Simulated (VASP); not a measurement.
Write the native input for VASP 6.6.1 that does the following.

- Task: single point
- Functional: LDA
- Potentials or basis: VASP PAW LDA potentials, release 64 (Ni, O)
- Cutoff: 520 eV
- k mesh: 7 × 7 × 7
- Occupations: gaussian, width 0.05 eV
- Spin: collinear spin, ferromagnetic start
- Starting moments: [1.0, 0.0] μB
- Fixed moment: 2 μB
- Hubbard terms: Ni d U = 6 eV
- Further INCAR settings: ALGO = Normal; EDIFF = 1e-07; NBANDS = 19

The structure of NiO lies in POSCAR:

```
NiO
1.0
    0.0000000000      2.2835484600      2.2835484600
    2.2835484600      0.0000000000      2.2835484600
    2.2835484600      2.2835484600      0.0000000000
Ni O
1 1
Direct
    0.0000000000      0.0000000000      0.0000000000
    0.2500000000      0.2500000000      0.2500000000
```

Measurements of this composition are mostly on another form, of space group No. 225.

These files were run (other wordings do the same):

INCAR

```
SYSTEM = NiO
PREC = Accurate
ENCUT = 520
EDIFF = 1E-7
ISMEAR = 0
SIGMA = 0.05
LREAL = .FALSE.
LASPH = .TRUE.
NELM = 150
ALGO = Normal
ISIF = 2
LWAVE = .FALSE.
LCHARG = .TRUE.
ISPIN = 2
MAGMOM = 1 0
LORBIT = 11
NUPDOWN = 2
LMAXMIX = 4
LDAU = .TRUE.
LDAUTYPE = 2
LDAUL = 2 -1
LDAUU = 6 0
LDAUJ = 0 0
LDAUPRINT = 1
GGA = CA
LELF = .TRUE.
LVHAR = .TRUE.
NBANDS = 19
```

KPOINTS

```
Automatic mesh
0
G
  7 7 7
  0 0 0
```

Potentials or basis: VASP PAW LDA potentials, release 64 (Ni, O).

Command:

```console
$ cat potpaw_LDA.64/Ni/POTCAR potpaw_LDA.64/O/POTCAR > POTCAR
$ mpirun -np 1 vasp_std > vasp.out
```

It gave:

```
Pressure                                              : -23.5 GPa
Net moment                                            : 2.00 μB per cell
Site moments                                          : Ni +1.66; O +0.33 μB
Valence electrons inside the program's atomic spheres : Ni 9.11; O 4.92
```

Caveat: the total moment is fixed, so each spin has its own Fermi level; a cell with one magnetic atom can't hold antiferromagnetic order, which such compounds often take.

Run time: 6.5 s on 1 thread of Intel(R) Xeon(R) 6975P-C (Granite Rapids), on a shared host, peak memory 0.14 GiB.
